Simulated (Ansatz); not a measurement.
# PtS2 (P-3m1) in Ansatz: a series of runs

One crystal, PtS2, is run at these levels: RPBE+D3(BJ), RPBE+D4, revPBE+D3(BJ), revPBE+D4, PBEsol; tasks: relaxation of cell and atoms, single point.

Program: Ansatz 0.2.0. These are calculated values, not measurements. Logs are shortened: lines on timing, memory, paths and dates and some standing lists are left out, and cuts for length are marked.

### 1 The crystal as given

Symmetry: P-3m1, No. 164, trigonal system. Conventional cell: a = 3.543 Å, b = 3.543 Å, c = 5.039 Å, α = 90.00°, β = 90.00°, γ = 120.00°. Pt (site symmetry -3m) is surrounded by 6 S at 2.34 Å. S (site symmetry 3m) has 3 Pt at 2.34 Å as nearest neighbours.

### 2 Relaxation of cell and atoms, RPBE+D3(BJ)

input.yaml

```yaml
crystal:
  lattice:
    - [3.5432, 0.0, 0.0]
    - [-1.7716, 3.0685012107, 0.0]
    - [0.0, 0.0, 5.0388]
  atoms:
    - { symbol: Pt, position: [0.0, 0.0, 0.0] }
    - { symbol: S, position: [0.6666666667, 0.3333333333, 0.773] }
    - { symbol: S, position: [0.3333333333, 0.6666666667, 0.227] }
hamiltonian:
  xc: rpbe
  pseudopotentials: { kind: paw }
  dispersion: d3bj
kpoints:
  mp_grid: { grid: [9, 9, 5] }
scf:
  occupations: { method: fermi_dirac, width: 0.05 }
output:
  forces: true
  stress: true
  eigenvalues: true
  write_density: true
  write_potential: true
  elf: true
  volumetric_format: npy
relax:
  f_tol: 0.01
  max_steps: 40
  cell: { stress_tol: 0.05 }
```

Potentials or basis: Ansatz PAW.

The run is started by

```sh
$ ansatz run input.yaml --threads 2 --pin off --max-ram 5632MiB --backend cpu --events-out ev --progress --plain --runs-dir out
```

Log:

```text
Warning: RAYON_NUM_THREADS=2 ignored (pool sized by the plan → 2); use --threads N
Engine: ansatz 0.2.0, aarch64-unknown-linux-gnu
Pseudopotentials: kind: paw
Pseudopotential: Pt, paw, valence charge 18, recommended cutoff 420 eV (normal), Pt.paw.azcp
Pseudopotential: S, paw, valence charge 6, recommended cutoff 420 eV (normal), S.paw.azcp
Functional definition: RPBE
  parameter kappa = 0.804
  parameter beta = 0.06672455060314922
  exchange = rpbe_x(kappa = kappa, mu = beta*pi^2/3)
  correlation = pbe_c(beta = beta)
Crystal: 3 atoms, lattice volume = 54.783 Å³
Basis set: ecut = 420 eV, 1043 PW (Γ), exchange–correlation on 48×48×72 points (8 copies of the dense FFT grid, shifted against one another)
Bands: 19, of which v1, the nominal top of the filled ones, is band 15 counted from 1 (14 counted from 0)
Symmetry: 12 space group operations
Space group: P-3m1 (ITA 164), of the structure as read, at distance tolerance 3.8e-5 Å
k-points: 50 of 405
Non-local potential: Pt, projectors of the file, l = 0: 3, l = 1: 2, l = 2: 2, l = 3: 1
Non-local potential: S, projectors of the file, l = 0: 2, l = 1: 2, l = 2: 2
PAW form: soft (Blöchl's): semilocal exchange-correlation on the pseudo side does not see the compensation charge
PAW frozen core: Pt, regenerated for the run's functional, and the local potential with it (the file was generated under x = pbe(κ = 0.804, μ = 0.2195149727645171), c = pbe(β = 0.06672455060314922))
PAW frozen core: S, regenerated for the run's functional, and the local potential with it (the file was generated under x = pbe(κ = 0.804, μ = 0.2195149727645171), c = pbe(β = 0.06672455060314922))
PAW one-centre angular grid: Pt, 590 points (default); XC on 64 Gauss nodes
PAW one-centre angular grid: S, 110 points (default); XC on 64 Gauss nodes
Initial density: superposition of atomic densities (neutral atoms: chi_scale 0, normalization atom), corrected by the library's trained network
Initial wavefunctions: pseudopotential atomic-orbital guess
Functional: x = rpbe, c = pbe(β = 0.06672455060314922)
SCF iter   1: F=—  HF=-14353.946894 eV  |F-HF|=—  |Δ(HF+E_count)|=         —  Δρ=4.07e-3  dr2=1.04e-2  ethr=1.77e-3  ⟨swp⟩=5.8  Hψ=4916  notcnv=0
preconditioner: auto → Resta (q_TF=auto, 2.468 Å⁻¹)  ε∞=6.5  [insulator: Δε(μ)=1.061 eV  Ē_g=10.023 eV  σ=0.050 eV  W_gap=1.00  n_scr=20 (ndim 8)  ℏωp=23.5 eV  f_vac=0.021  D(μ)=0.00/eV (n_scr^D=0)  ε∞_Penn≈6.5]
SCF iter   2: F=—  HF=-14353.947139 eV  |F-HF|=—  |Δ(HF+E_count)|=   2.45e-4  Δρ=2.41e-3  dr2=3.67e-3  ethr=3.47e-5  ⟨swp⟩=1.9  Hψ=1564  notcnv=0
SCF iter   3: F=—  HF=-14353.947737 eV  |F-HF|=—  |Δ(HF+E_count)|=   5.98e-4  Δρ=9.41e-4  dr2=8.43e-4  ethr=1.22e-5  ⟨swp⟩=2.0  Hψ=1538  notcnv=0
SCF iter   4: F=—  HF=-14353.947703 eV  |F-HF|=—  |Δ(HF+E_count)|=   3.40e-5  Δρ=3.39e-4  dr2=5.97e-5  ethr=2.81e-6  ⟨swp⟩=2.4  Hψ=1337  notcnv=0
SCF iter   5: F=—  HF=-14353.947814 eV  |F-HF|=—  |Δ(HF+E_count)|=   1.11e-4  Δρ=9.55e-5  dr2=1.13e-5  ethr=1.99e-7  ⟨swp⟩=2.0  Hψ=1500  notcnv=0
[... 119 lines left out ...]
SCF iter   6: F=-14354.621303 eV  HF=-14354.621303 eV  |F-HF|=7.28e-12  |Δ(HF+E_count)|=  3.78e-10  Δρ=1.96e-7  dr2=5.81e-12  ethr=1.00e-12  ⟨swp⟩=4.9  Hψ=5063  notcnv=0
SCF 10 converged in 6 iterations: F = -14354.621303 eV  dr2 = 5.81e-12
relax step  10: F+E_penalty+E_count = -14354.62130326 eV  Δ(F+E_penalty+E_count) = +2.333e-3 eV  max|allowed force component| = 8.667e-4 eV/Å  Δτ_max = 0.0000 Å  P = -0.013 GPa  Ω = 42.443 Å³  stress off target by 3.86e-2 GPa  SCF on the basis re-selected at this cell (its energy is not comparable with the rows above)  (6 SCF iters)
basis re-selected at this cell: Δ(F+E_penalty+E_count) = +2.333e-3 eV, ΔP = -0.004 GPa vs the last step (what re-selecting the basis moved, of the pressure what is left beyond the Pulay correction that the steps carried, after the strain that the cell walked since its last selection, with what the two solves' SCF thresholds leave and, on support functions, any second-order correction that the steps lacked; it is no measure of the basis error at this ecutwfc). The dense FFT grid was sized anew with the basis: this SCF ran on 24×24×30 points, the steps before it on 24×24×36, so part of this shift can come from that change (see relax.cell in the input reference). This SCF's stress stands 3.86e-2 GPa from its target on what of the cell is left free (relax.cell.stress_tol is 5.00e-2 GPa) and its largest allowed force component is 8.67e-4 eV/Å (relax.f_tol is 1.00e-2 eV/Å): within both
SCF converged after 6 iterations
Free energy (F): -14354.621303 eV
Harris-Foulkes:  -14354.621303 eV  (|F-HF|=7.28e-12)
Internal energy: -14354.617812 eV  (E = F + TS)
E sigma→0 (E₀):  -14354.619557 eV
Entropy (-TS):   -0.003492 eV (-1.164 meV/atom)
Fermi energy:    16.342883 eV
--- Per-component energies (eV) ---
  E_band       = -178.330297
  E_kinetic    = 862.045648
  E_local      = -2303.795868  (includes V_loc(G=0)·N_el)
  E_nonlocal   = 254.281082
  E_hartree    = 895.187055
  E_xc         = -461.166821
  E_vxc        = -484.058377  (∫ρ·V_xc dr)
  E_paw        = -10674.582287  (= ΣΔE_a)
  E_vpaw       = -297.177050  (= ΣTr[D̂ρ^β])
  E_aug_tail   = 0.000195  (compensation charges beyond the density's cutoff)
  E_ewald      = -2919.535375
  E_disp       = -6.940983  (pairwise vdW)
  E_core_change = -0.110458  (= ΣΔE_core)
  E_smearing   = -0.003492  (= −TS)
  E_closure    = 0.000000  (closes the sum)
  Σ components = -14354.621303   (vs F -14354.621303, Δ=0.00e0)
--- Forces (eV/Å), atoms counted from 1 ---
  atom   1  Pt     0.00000000    -0.00000000     0.00000000
  atom   2  S     -0.00000000     0.00000000     0.00086674
  atom   3  S      0.00000000    -0.00000000    -0.00086674
  max |Σ_I F_I| component: 1.16e-18 eV/Å
--- Stress (GPa, compression-positive) ---
        0.000389      -0.000000      -0.000000
       -0.000000       0.000389      -0.000000
       -0.000000      -0.000000      -0.038648
  P = ⅓ Tr σ = -0.0126 GPa (-0.126 kbar)
--- Band table (eV; the first three rows and the last of 50) ---
  k-point 0: bands = ["-83.4497", "-37.7396", "-37.7396", "-37.6449", "-1.1255", "4.4994", "7.7460", "8.6855", "8.6855", "11.9764", "11.9764", "13.8974", "14.8710", "14.8710", "16.6420", "16.6420", "16.9507", "19.4449", "22.6485"]
  k-point 1: bands = ["-83.4497", "-37.7396", "-37.7396", "-37.6456", "-0.8069", "3.3623", "8.7722", "8.7722", "8.9343", "11.8595", "11.8595", "13.8111", "14.2053", "14.2053", "16.2236", "17.6177", "17.6177", "20.0136", "23.5745"]
  k-point 2: bands = ["-83.4497", "-37.7395", "-37.7395", "-37.6467", "0.1066", "1.6330", "8.9216", "8.9216", "10.7662", "11.7421", "11.7421", "13.2886", "13.4189", "13.4189", "15.0336", "19.2206", "19.2206", "21.9724", "23.1844"]
  k-point 49: bands = ["-83.4490", "-37.7605", "-37.7605", "-37.6422", "2.0626", "2.0626", "8.2401", "8.2401", "9.2305", "10.9387", "11.7119", "11.7119", "12.6076", "13.7607", "13.7607", "19.5818", "19.5818", "23.3316", "24.3756"]
--- Relaxed structure (9 steps of the walk, 9 accepted, 1 SCFs on fresh bases) ---
  F+E_penalty+E_count = -14354.62130326 eV   max|allowed force component| = 8.667e-4 eV/Å   (the final SCF, on the basis selected at the relaxed cell)
  cell:  # Å, volume = 42.4435 Å³
    - [3.48129167755236, -2.604927402667179e-33, 5.636317821899535e-17]
    - [-1.74064583877618, 3.0148870307436884, -2.818158910949767e-17]
    - [8.015431881050062e-17, 1.166855890939231e-32, 4.043891211359092]
  atoms:
    - { symbol: Pt, position: [1.3007581261491742e-34, -5.579068120871745e-35, -2.967364920549937e-67] }
    - { symbol: S, position: [0.6666666666666665, 0.33333333333333326, 0.7046844722302389] }
    - { symbol: S, position: [0.33333333333333326, 0.6666666666666665, 0.2953155277697609] }
```

rho_z.tsv:

```text
# z_ang	rho[e/angstrom^3]
# format = ansatz-planar-average/11
# lattice	3.481291678	-0.000000000	0.000000000
# lattice	-1.740645839	3.014887031	-0.000000000
# lattice	0.000000000	0.000000000	4.043891211
# sites	3
# site	78	0.000000000	-0.000000000	0.000000000
# site	16	1.740645839	1.004962344	2.849667344
# site	16	-0.000000000	2.009924687	1.194223867
0.000000	1.604827e0
0.134796	1.539955e0
0.269593	1.371854e0
0.404389	1.153972e0
0.539185	9.343248e-1
0.673982	7.484709e-1
[... 22 lines left out ...]
3.774298	1.371854e0
3.909095	1.539955e0
```

v_z.tsv:

```text
# z_ang	v_es[eV]	v_tot[eV]
# format = ansatz-planar-average/11
# xc	rpbe
# density_cutoff_ev	1680
# datasets	Pt=:simpson_from_first_knot:soft:shift=325097	S=:simpson_from_first_knot:soft:shift=436211
# lattice	3.481291678	-0.000000000	0.000000000
# lattice	-1.740645839	3.014887031	-0.000000000
# lattice	0.000000000	0.000000000	4.043891211
# sites	3
# site	78	0.000000000	-0.000000000	0.000000000
# site	16	1.740645839	1.004962344	2.849667344
# site	16	-0.000000000	2.009924687	1.194223867
0.000000	6.848098e-2	-1.445752e1
0.134796	3.924901e-1	-1.407176e1
0.269593	1.295410e0	-1.297771e1
0.404389	2.490216e0	-1.148057e1
0.539185	3.698843e0	-9.872004e0
0.673982	4.913749e0	-8.225713e0
[... 22 lines left out ...]
3.774298	1.295410e0	-1.297771e1
3.909095	3.924901e-1	-1.407176e1
```

Run time: 18 s. Hardware: 2 threads of Arm Neoverse V1, shared host; peak memory 0.37 GiB.

Results:

```yaml
Free_energy: -14354.6213 eV
Relaxed_volume: 14.15 Å³/atom
Relaxed_cell: a = 3.481 Å, b = 3.481 Å, c = 4.044 Å, α = 90.00°, β = 90.00°, γ = 120.00°
Space_group_after_relaxing_to_0.05_Å: P-3m1 (No. 164)
Energy_gained_by_relaxing: 224.5 meV/atom
Ionic_steps: 10
Pressure_after_relaxing: 0.0 GPa
Band_gap_on_the_k_mesh: none (metal or under the smearing width)
```

Step by step:
```tsv
step	energy change (eV)	largest force (eV/Å)	volume (Å³)
1	0.0000	0.8902	54.78
2	-0.3313	0.1819	48.57
3	-0.4836	0.1528	45.78
4	-0.6150	0.0501	43.84
5	-0.6697	0.1490	41.98
6	-0.6754	0.0425	42.39
7	-0.6755	0.0746	42.38
8	-0.6757	0.0192	42.46
9	-0.6758	0.0008	42.44
10	-0.6735	0.0009	42.44
```

Final structure:
```
Pt S
1.0
     3.48129    0.00000    0.00000
    -1.74065    3.01489    0.00000
     0.00000    0.00000    4.04389
Pt S
1 2
Direct
  0.00000 0.00000 0.00000
  0.66667 0.33333 0.70468
  0.33333 0.66667 0.29532
```

Caveat: the volume moved by over 15 % at a fixed basis, so the end points are rough; the plane-wave basis is chosen anew once the cell has moved, so the energies of steps on either side of that aren't comparable; the volume moved by -23 % from the deposited cell, more than functionals usually miss; pairwise dispersion overbinds metals, which lowers pressure and volume; the PAW data sets come from PBE, with cores solved anew for the run's functional, which leaves a small shift of forces and pressure. Spin-orbit coupling is left out, which matters for the levels of Pt.

### 3 Relaxation of cell and atoms, RPBE+D4

Changes to input.yaml since step 2:

```diff
@@ -12,3 +12,3 @@
   pseudopotentials: { kind: paw }
-  dispersion: d3bj
+  dispersion: d4
 kpoints:
```

Potentials or basis: Ansatz PAW.

The run is started by

```sh
$ ansatz run input.yaml --threads 2 --pin off --max-ram 5632MiB --backend cpu --events-out ev --progress --plain --runs-dir out
```

It took 15 s on 2 threads of Arm Neoverse V1, shared host; peak memory 0.36 GiB.

It converged, with:

* Free energy: -14351.5486 eV
* Relaxed volume: 16.34 Å³/atom
* Relaxed cell: a = 3.575 Å, b = 3.575 Å, c = 4.427 Å, α = 90.00°, β = 90.00°, γ = 120.00°
* Space group after relaxing (to 0.05 Å): P-3m1 (No. 164)
* Energy gained by relaxing: 78.0 meV/atom
* Ionic steps: 8
* Pressure after relaxing: 0.0 GPa
* Band gap on the k mesh: none (metal or under the smearing width)

Step by step:
| step | energy change (eV) | largest force (eV/Å) | volume (Å³) |
| --- | --- | --- | --- |
| 1 | 0.0000 | 1.3775 | 54.78 |
| 2 | -0.1741 | 0.2095 | 50.97 |
| 3 | -0.2221 | 0.1153 | 50.26 |
| 4 | -0.2307 | 0.1013 | 48.26 |
| 5 | -0.2347 | 0.0008 | 49.23 |
| 6 | -0.2350 | 0.0131 | 48.97 |
| 7 | -0.2350 | 0.0001 | 49.01 |
| 8 | -0.2339 | 0.0003 | 49.01 |

Final structure:
```
Pt S
1.0
     3.57517    0.00000    0.00000
    -1.78758    3.09619    0.00000
     0.00000    0.00000    4.42739
Pt S
1 2
Direct
  0.00000 0.00000 0.00000
  0.66667 0.33333 0.72829
  0.33333 0.66667 0.27171
```

Levels at points of the mesh, in eV from the Fermi level:
```
           k point  band 13  band 14  band 15  band 16  band 17  band 18
(0.00, 0.00, 0.00)    -1.60    -1.60     0.36     0.85     0.85     3.30
```

Caveat: the plane-wave basis is chosen anew once the cell has moved, so the energies of steps on either side of that aren't comparable; the volume moved by -11 % from the deposited cell, more than functionals usually miss; pairwise dispersion overbinds metals, which lowers pressure and volume; the PAW data sets come from PBE, with cores solved anew for the run's functional, which leaves a small shift of forces and pressure. The run has no spin-orbit coupling, so splittings on Pt are missing.

### 4 Relaxation of cell and atoms, revPBE+D3(BJ)

Changes to input.yaml since step 3:

```diff
@@ -10,5 +10,5 @@
 hamiltonian:
-  xc: rpbe
+  xc: revpbe
   pseudopotentials: { kind: paw }
-  dispersion: d4
+  dispersion: d3bj
 kpoints:
@@ -21,6 +21,2 @@
   eigenvalues: true
-  write_density: true
-  write_potential: true
-  elf: true
-  volumetric_format: npy
 relax:
```

The run is started by

```sh
$ ansatz run input.yaml --threads 2 --pin off --max-ram 5632MiB --backend cpu --events-out ev --progress --plain --runs-dir out
```

Run time: 13 s. Hardware: 2 threads of Arm Neoverse V1, shared host; peak memory 0.36 GiB.

Results (log left out):

```yaml
Free_energy: -14345.4478 eV
Relaxed_volume: 16.42 Å³/atom
Relaxed_cell: a = 3.572 Å, b = 3.572 Å, c = 4.458 Å, α = 90.00°, β = 90.00°, γ = 120.00°
Space_group_after_relaxing_to_0.05_Å: P-3m1 (No. 164)
Energy_gained_by_relaxing: 76.3 meV/atom
Ionic_steps: 8
Pressure_after_relaxing: 0.0 GPa
Band_gap_on_the_k_mesh: none (metal or under the smearing width)
```

The path:
```tsv
step	energy change (eV)	largest force (eV/Å)	volume (Å³)
1	0.0000	1.3851	54.78
2	-0.1772	0.1983	51.16
3	-0.2198	0.0955	50.44
4	-0.2256	0.0742	48.50
5	-0.2297	0.0055	49.46
6	-0.2299	0.0134	49.24
7	-0.2299	0.0001	49.27
8	-0.2289	0.0003	49.27
```

Final structure:
```
Pt S
1.0
     3.57217    0.00000    0.00000
    -1.78609    3.09359    0.00000
     0.00000    0.00000    4.45841
Pt S
1 2
Direct
  0.00000 0.00000 0.00000
  0.66667 0.33333 0.73010
  0.33333 0.66667 0.26990
```

Levels at points of the mesh, in eV from the Fermi level:
```csv
k point,band 11,band 12,band 13,band 14,band 15,band 16,band 17,band 18,band 19
"(0.00, 0.00, 0.00)",-4.27,-2.50,-1.60,-1.60,0.32,0.90,0.90,3.32,5.25
```

Caveat: the plane-wave basis is chosen anew once the cell has moved, so the energies of steps on either side of that aren't comparable; the volume moved by -10 % from the deposited cell, more than functionals usually miss; pairwise dispersion overbinds metals, which lowers pressure and volume; the PAW data sets come from PBE, with cores solved anew for the run's functional, which leaves a small shift of forces and pressure. The run has no spin-orbit coupling, so splittings on Pt are missing.

(Continued in part 2 of 2.)
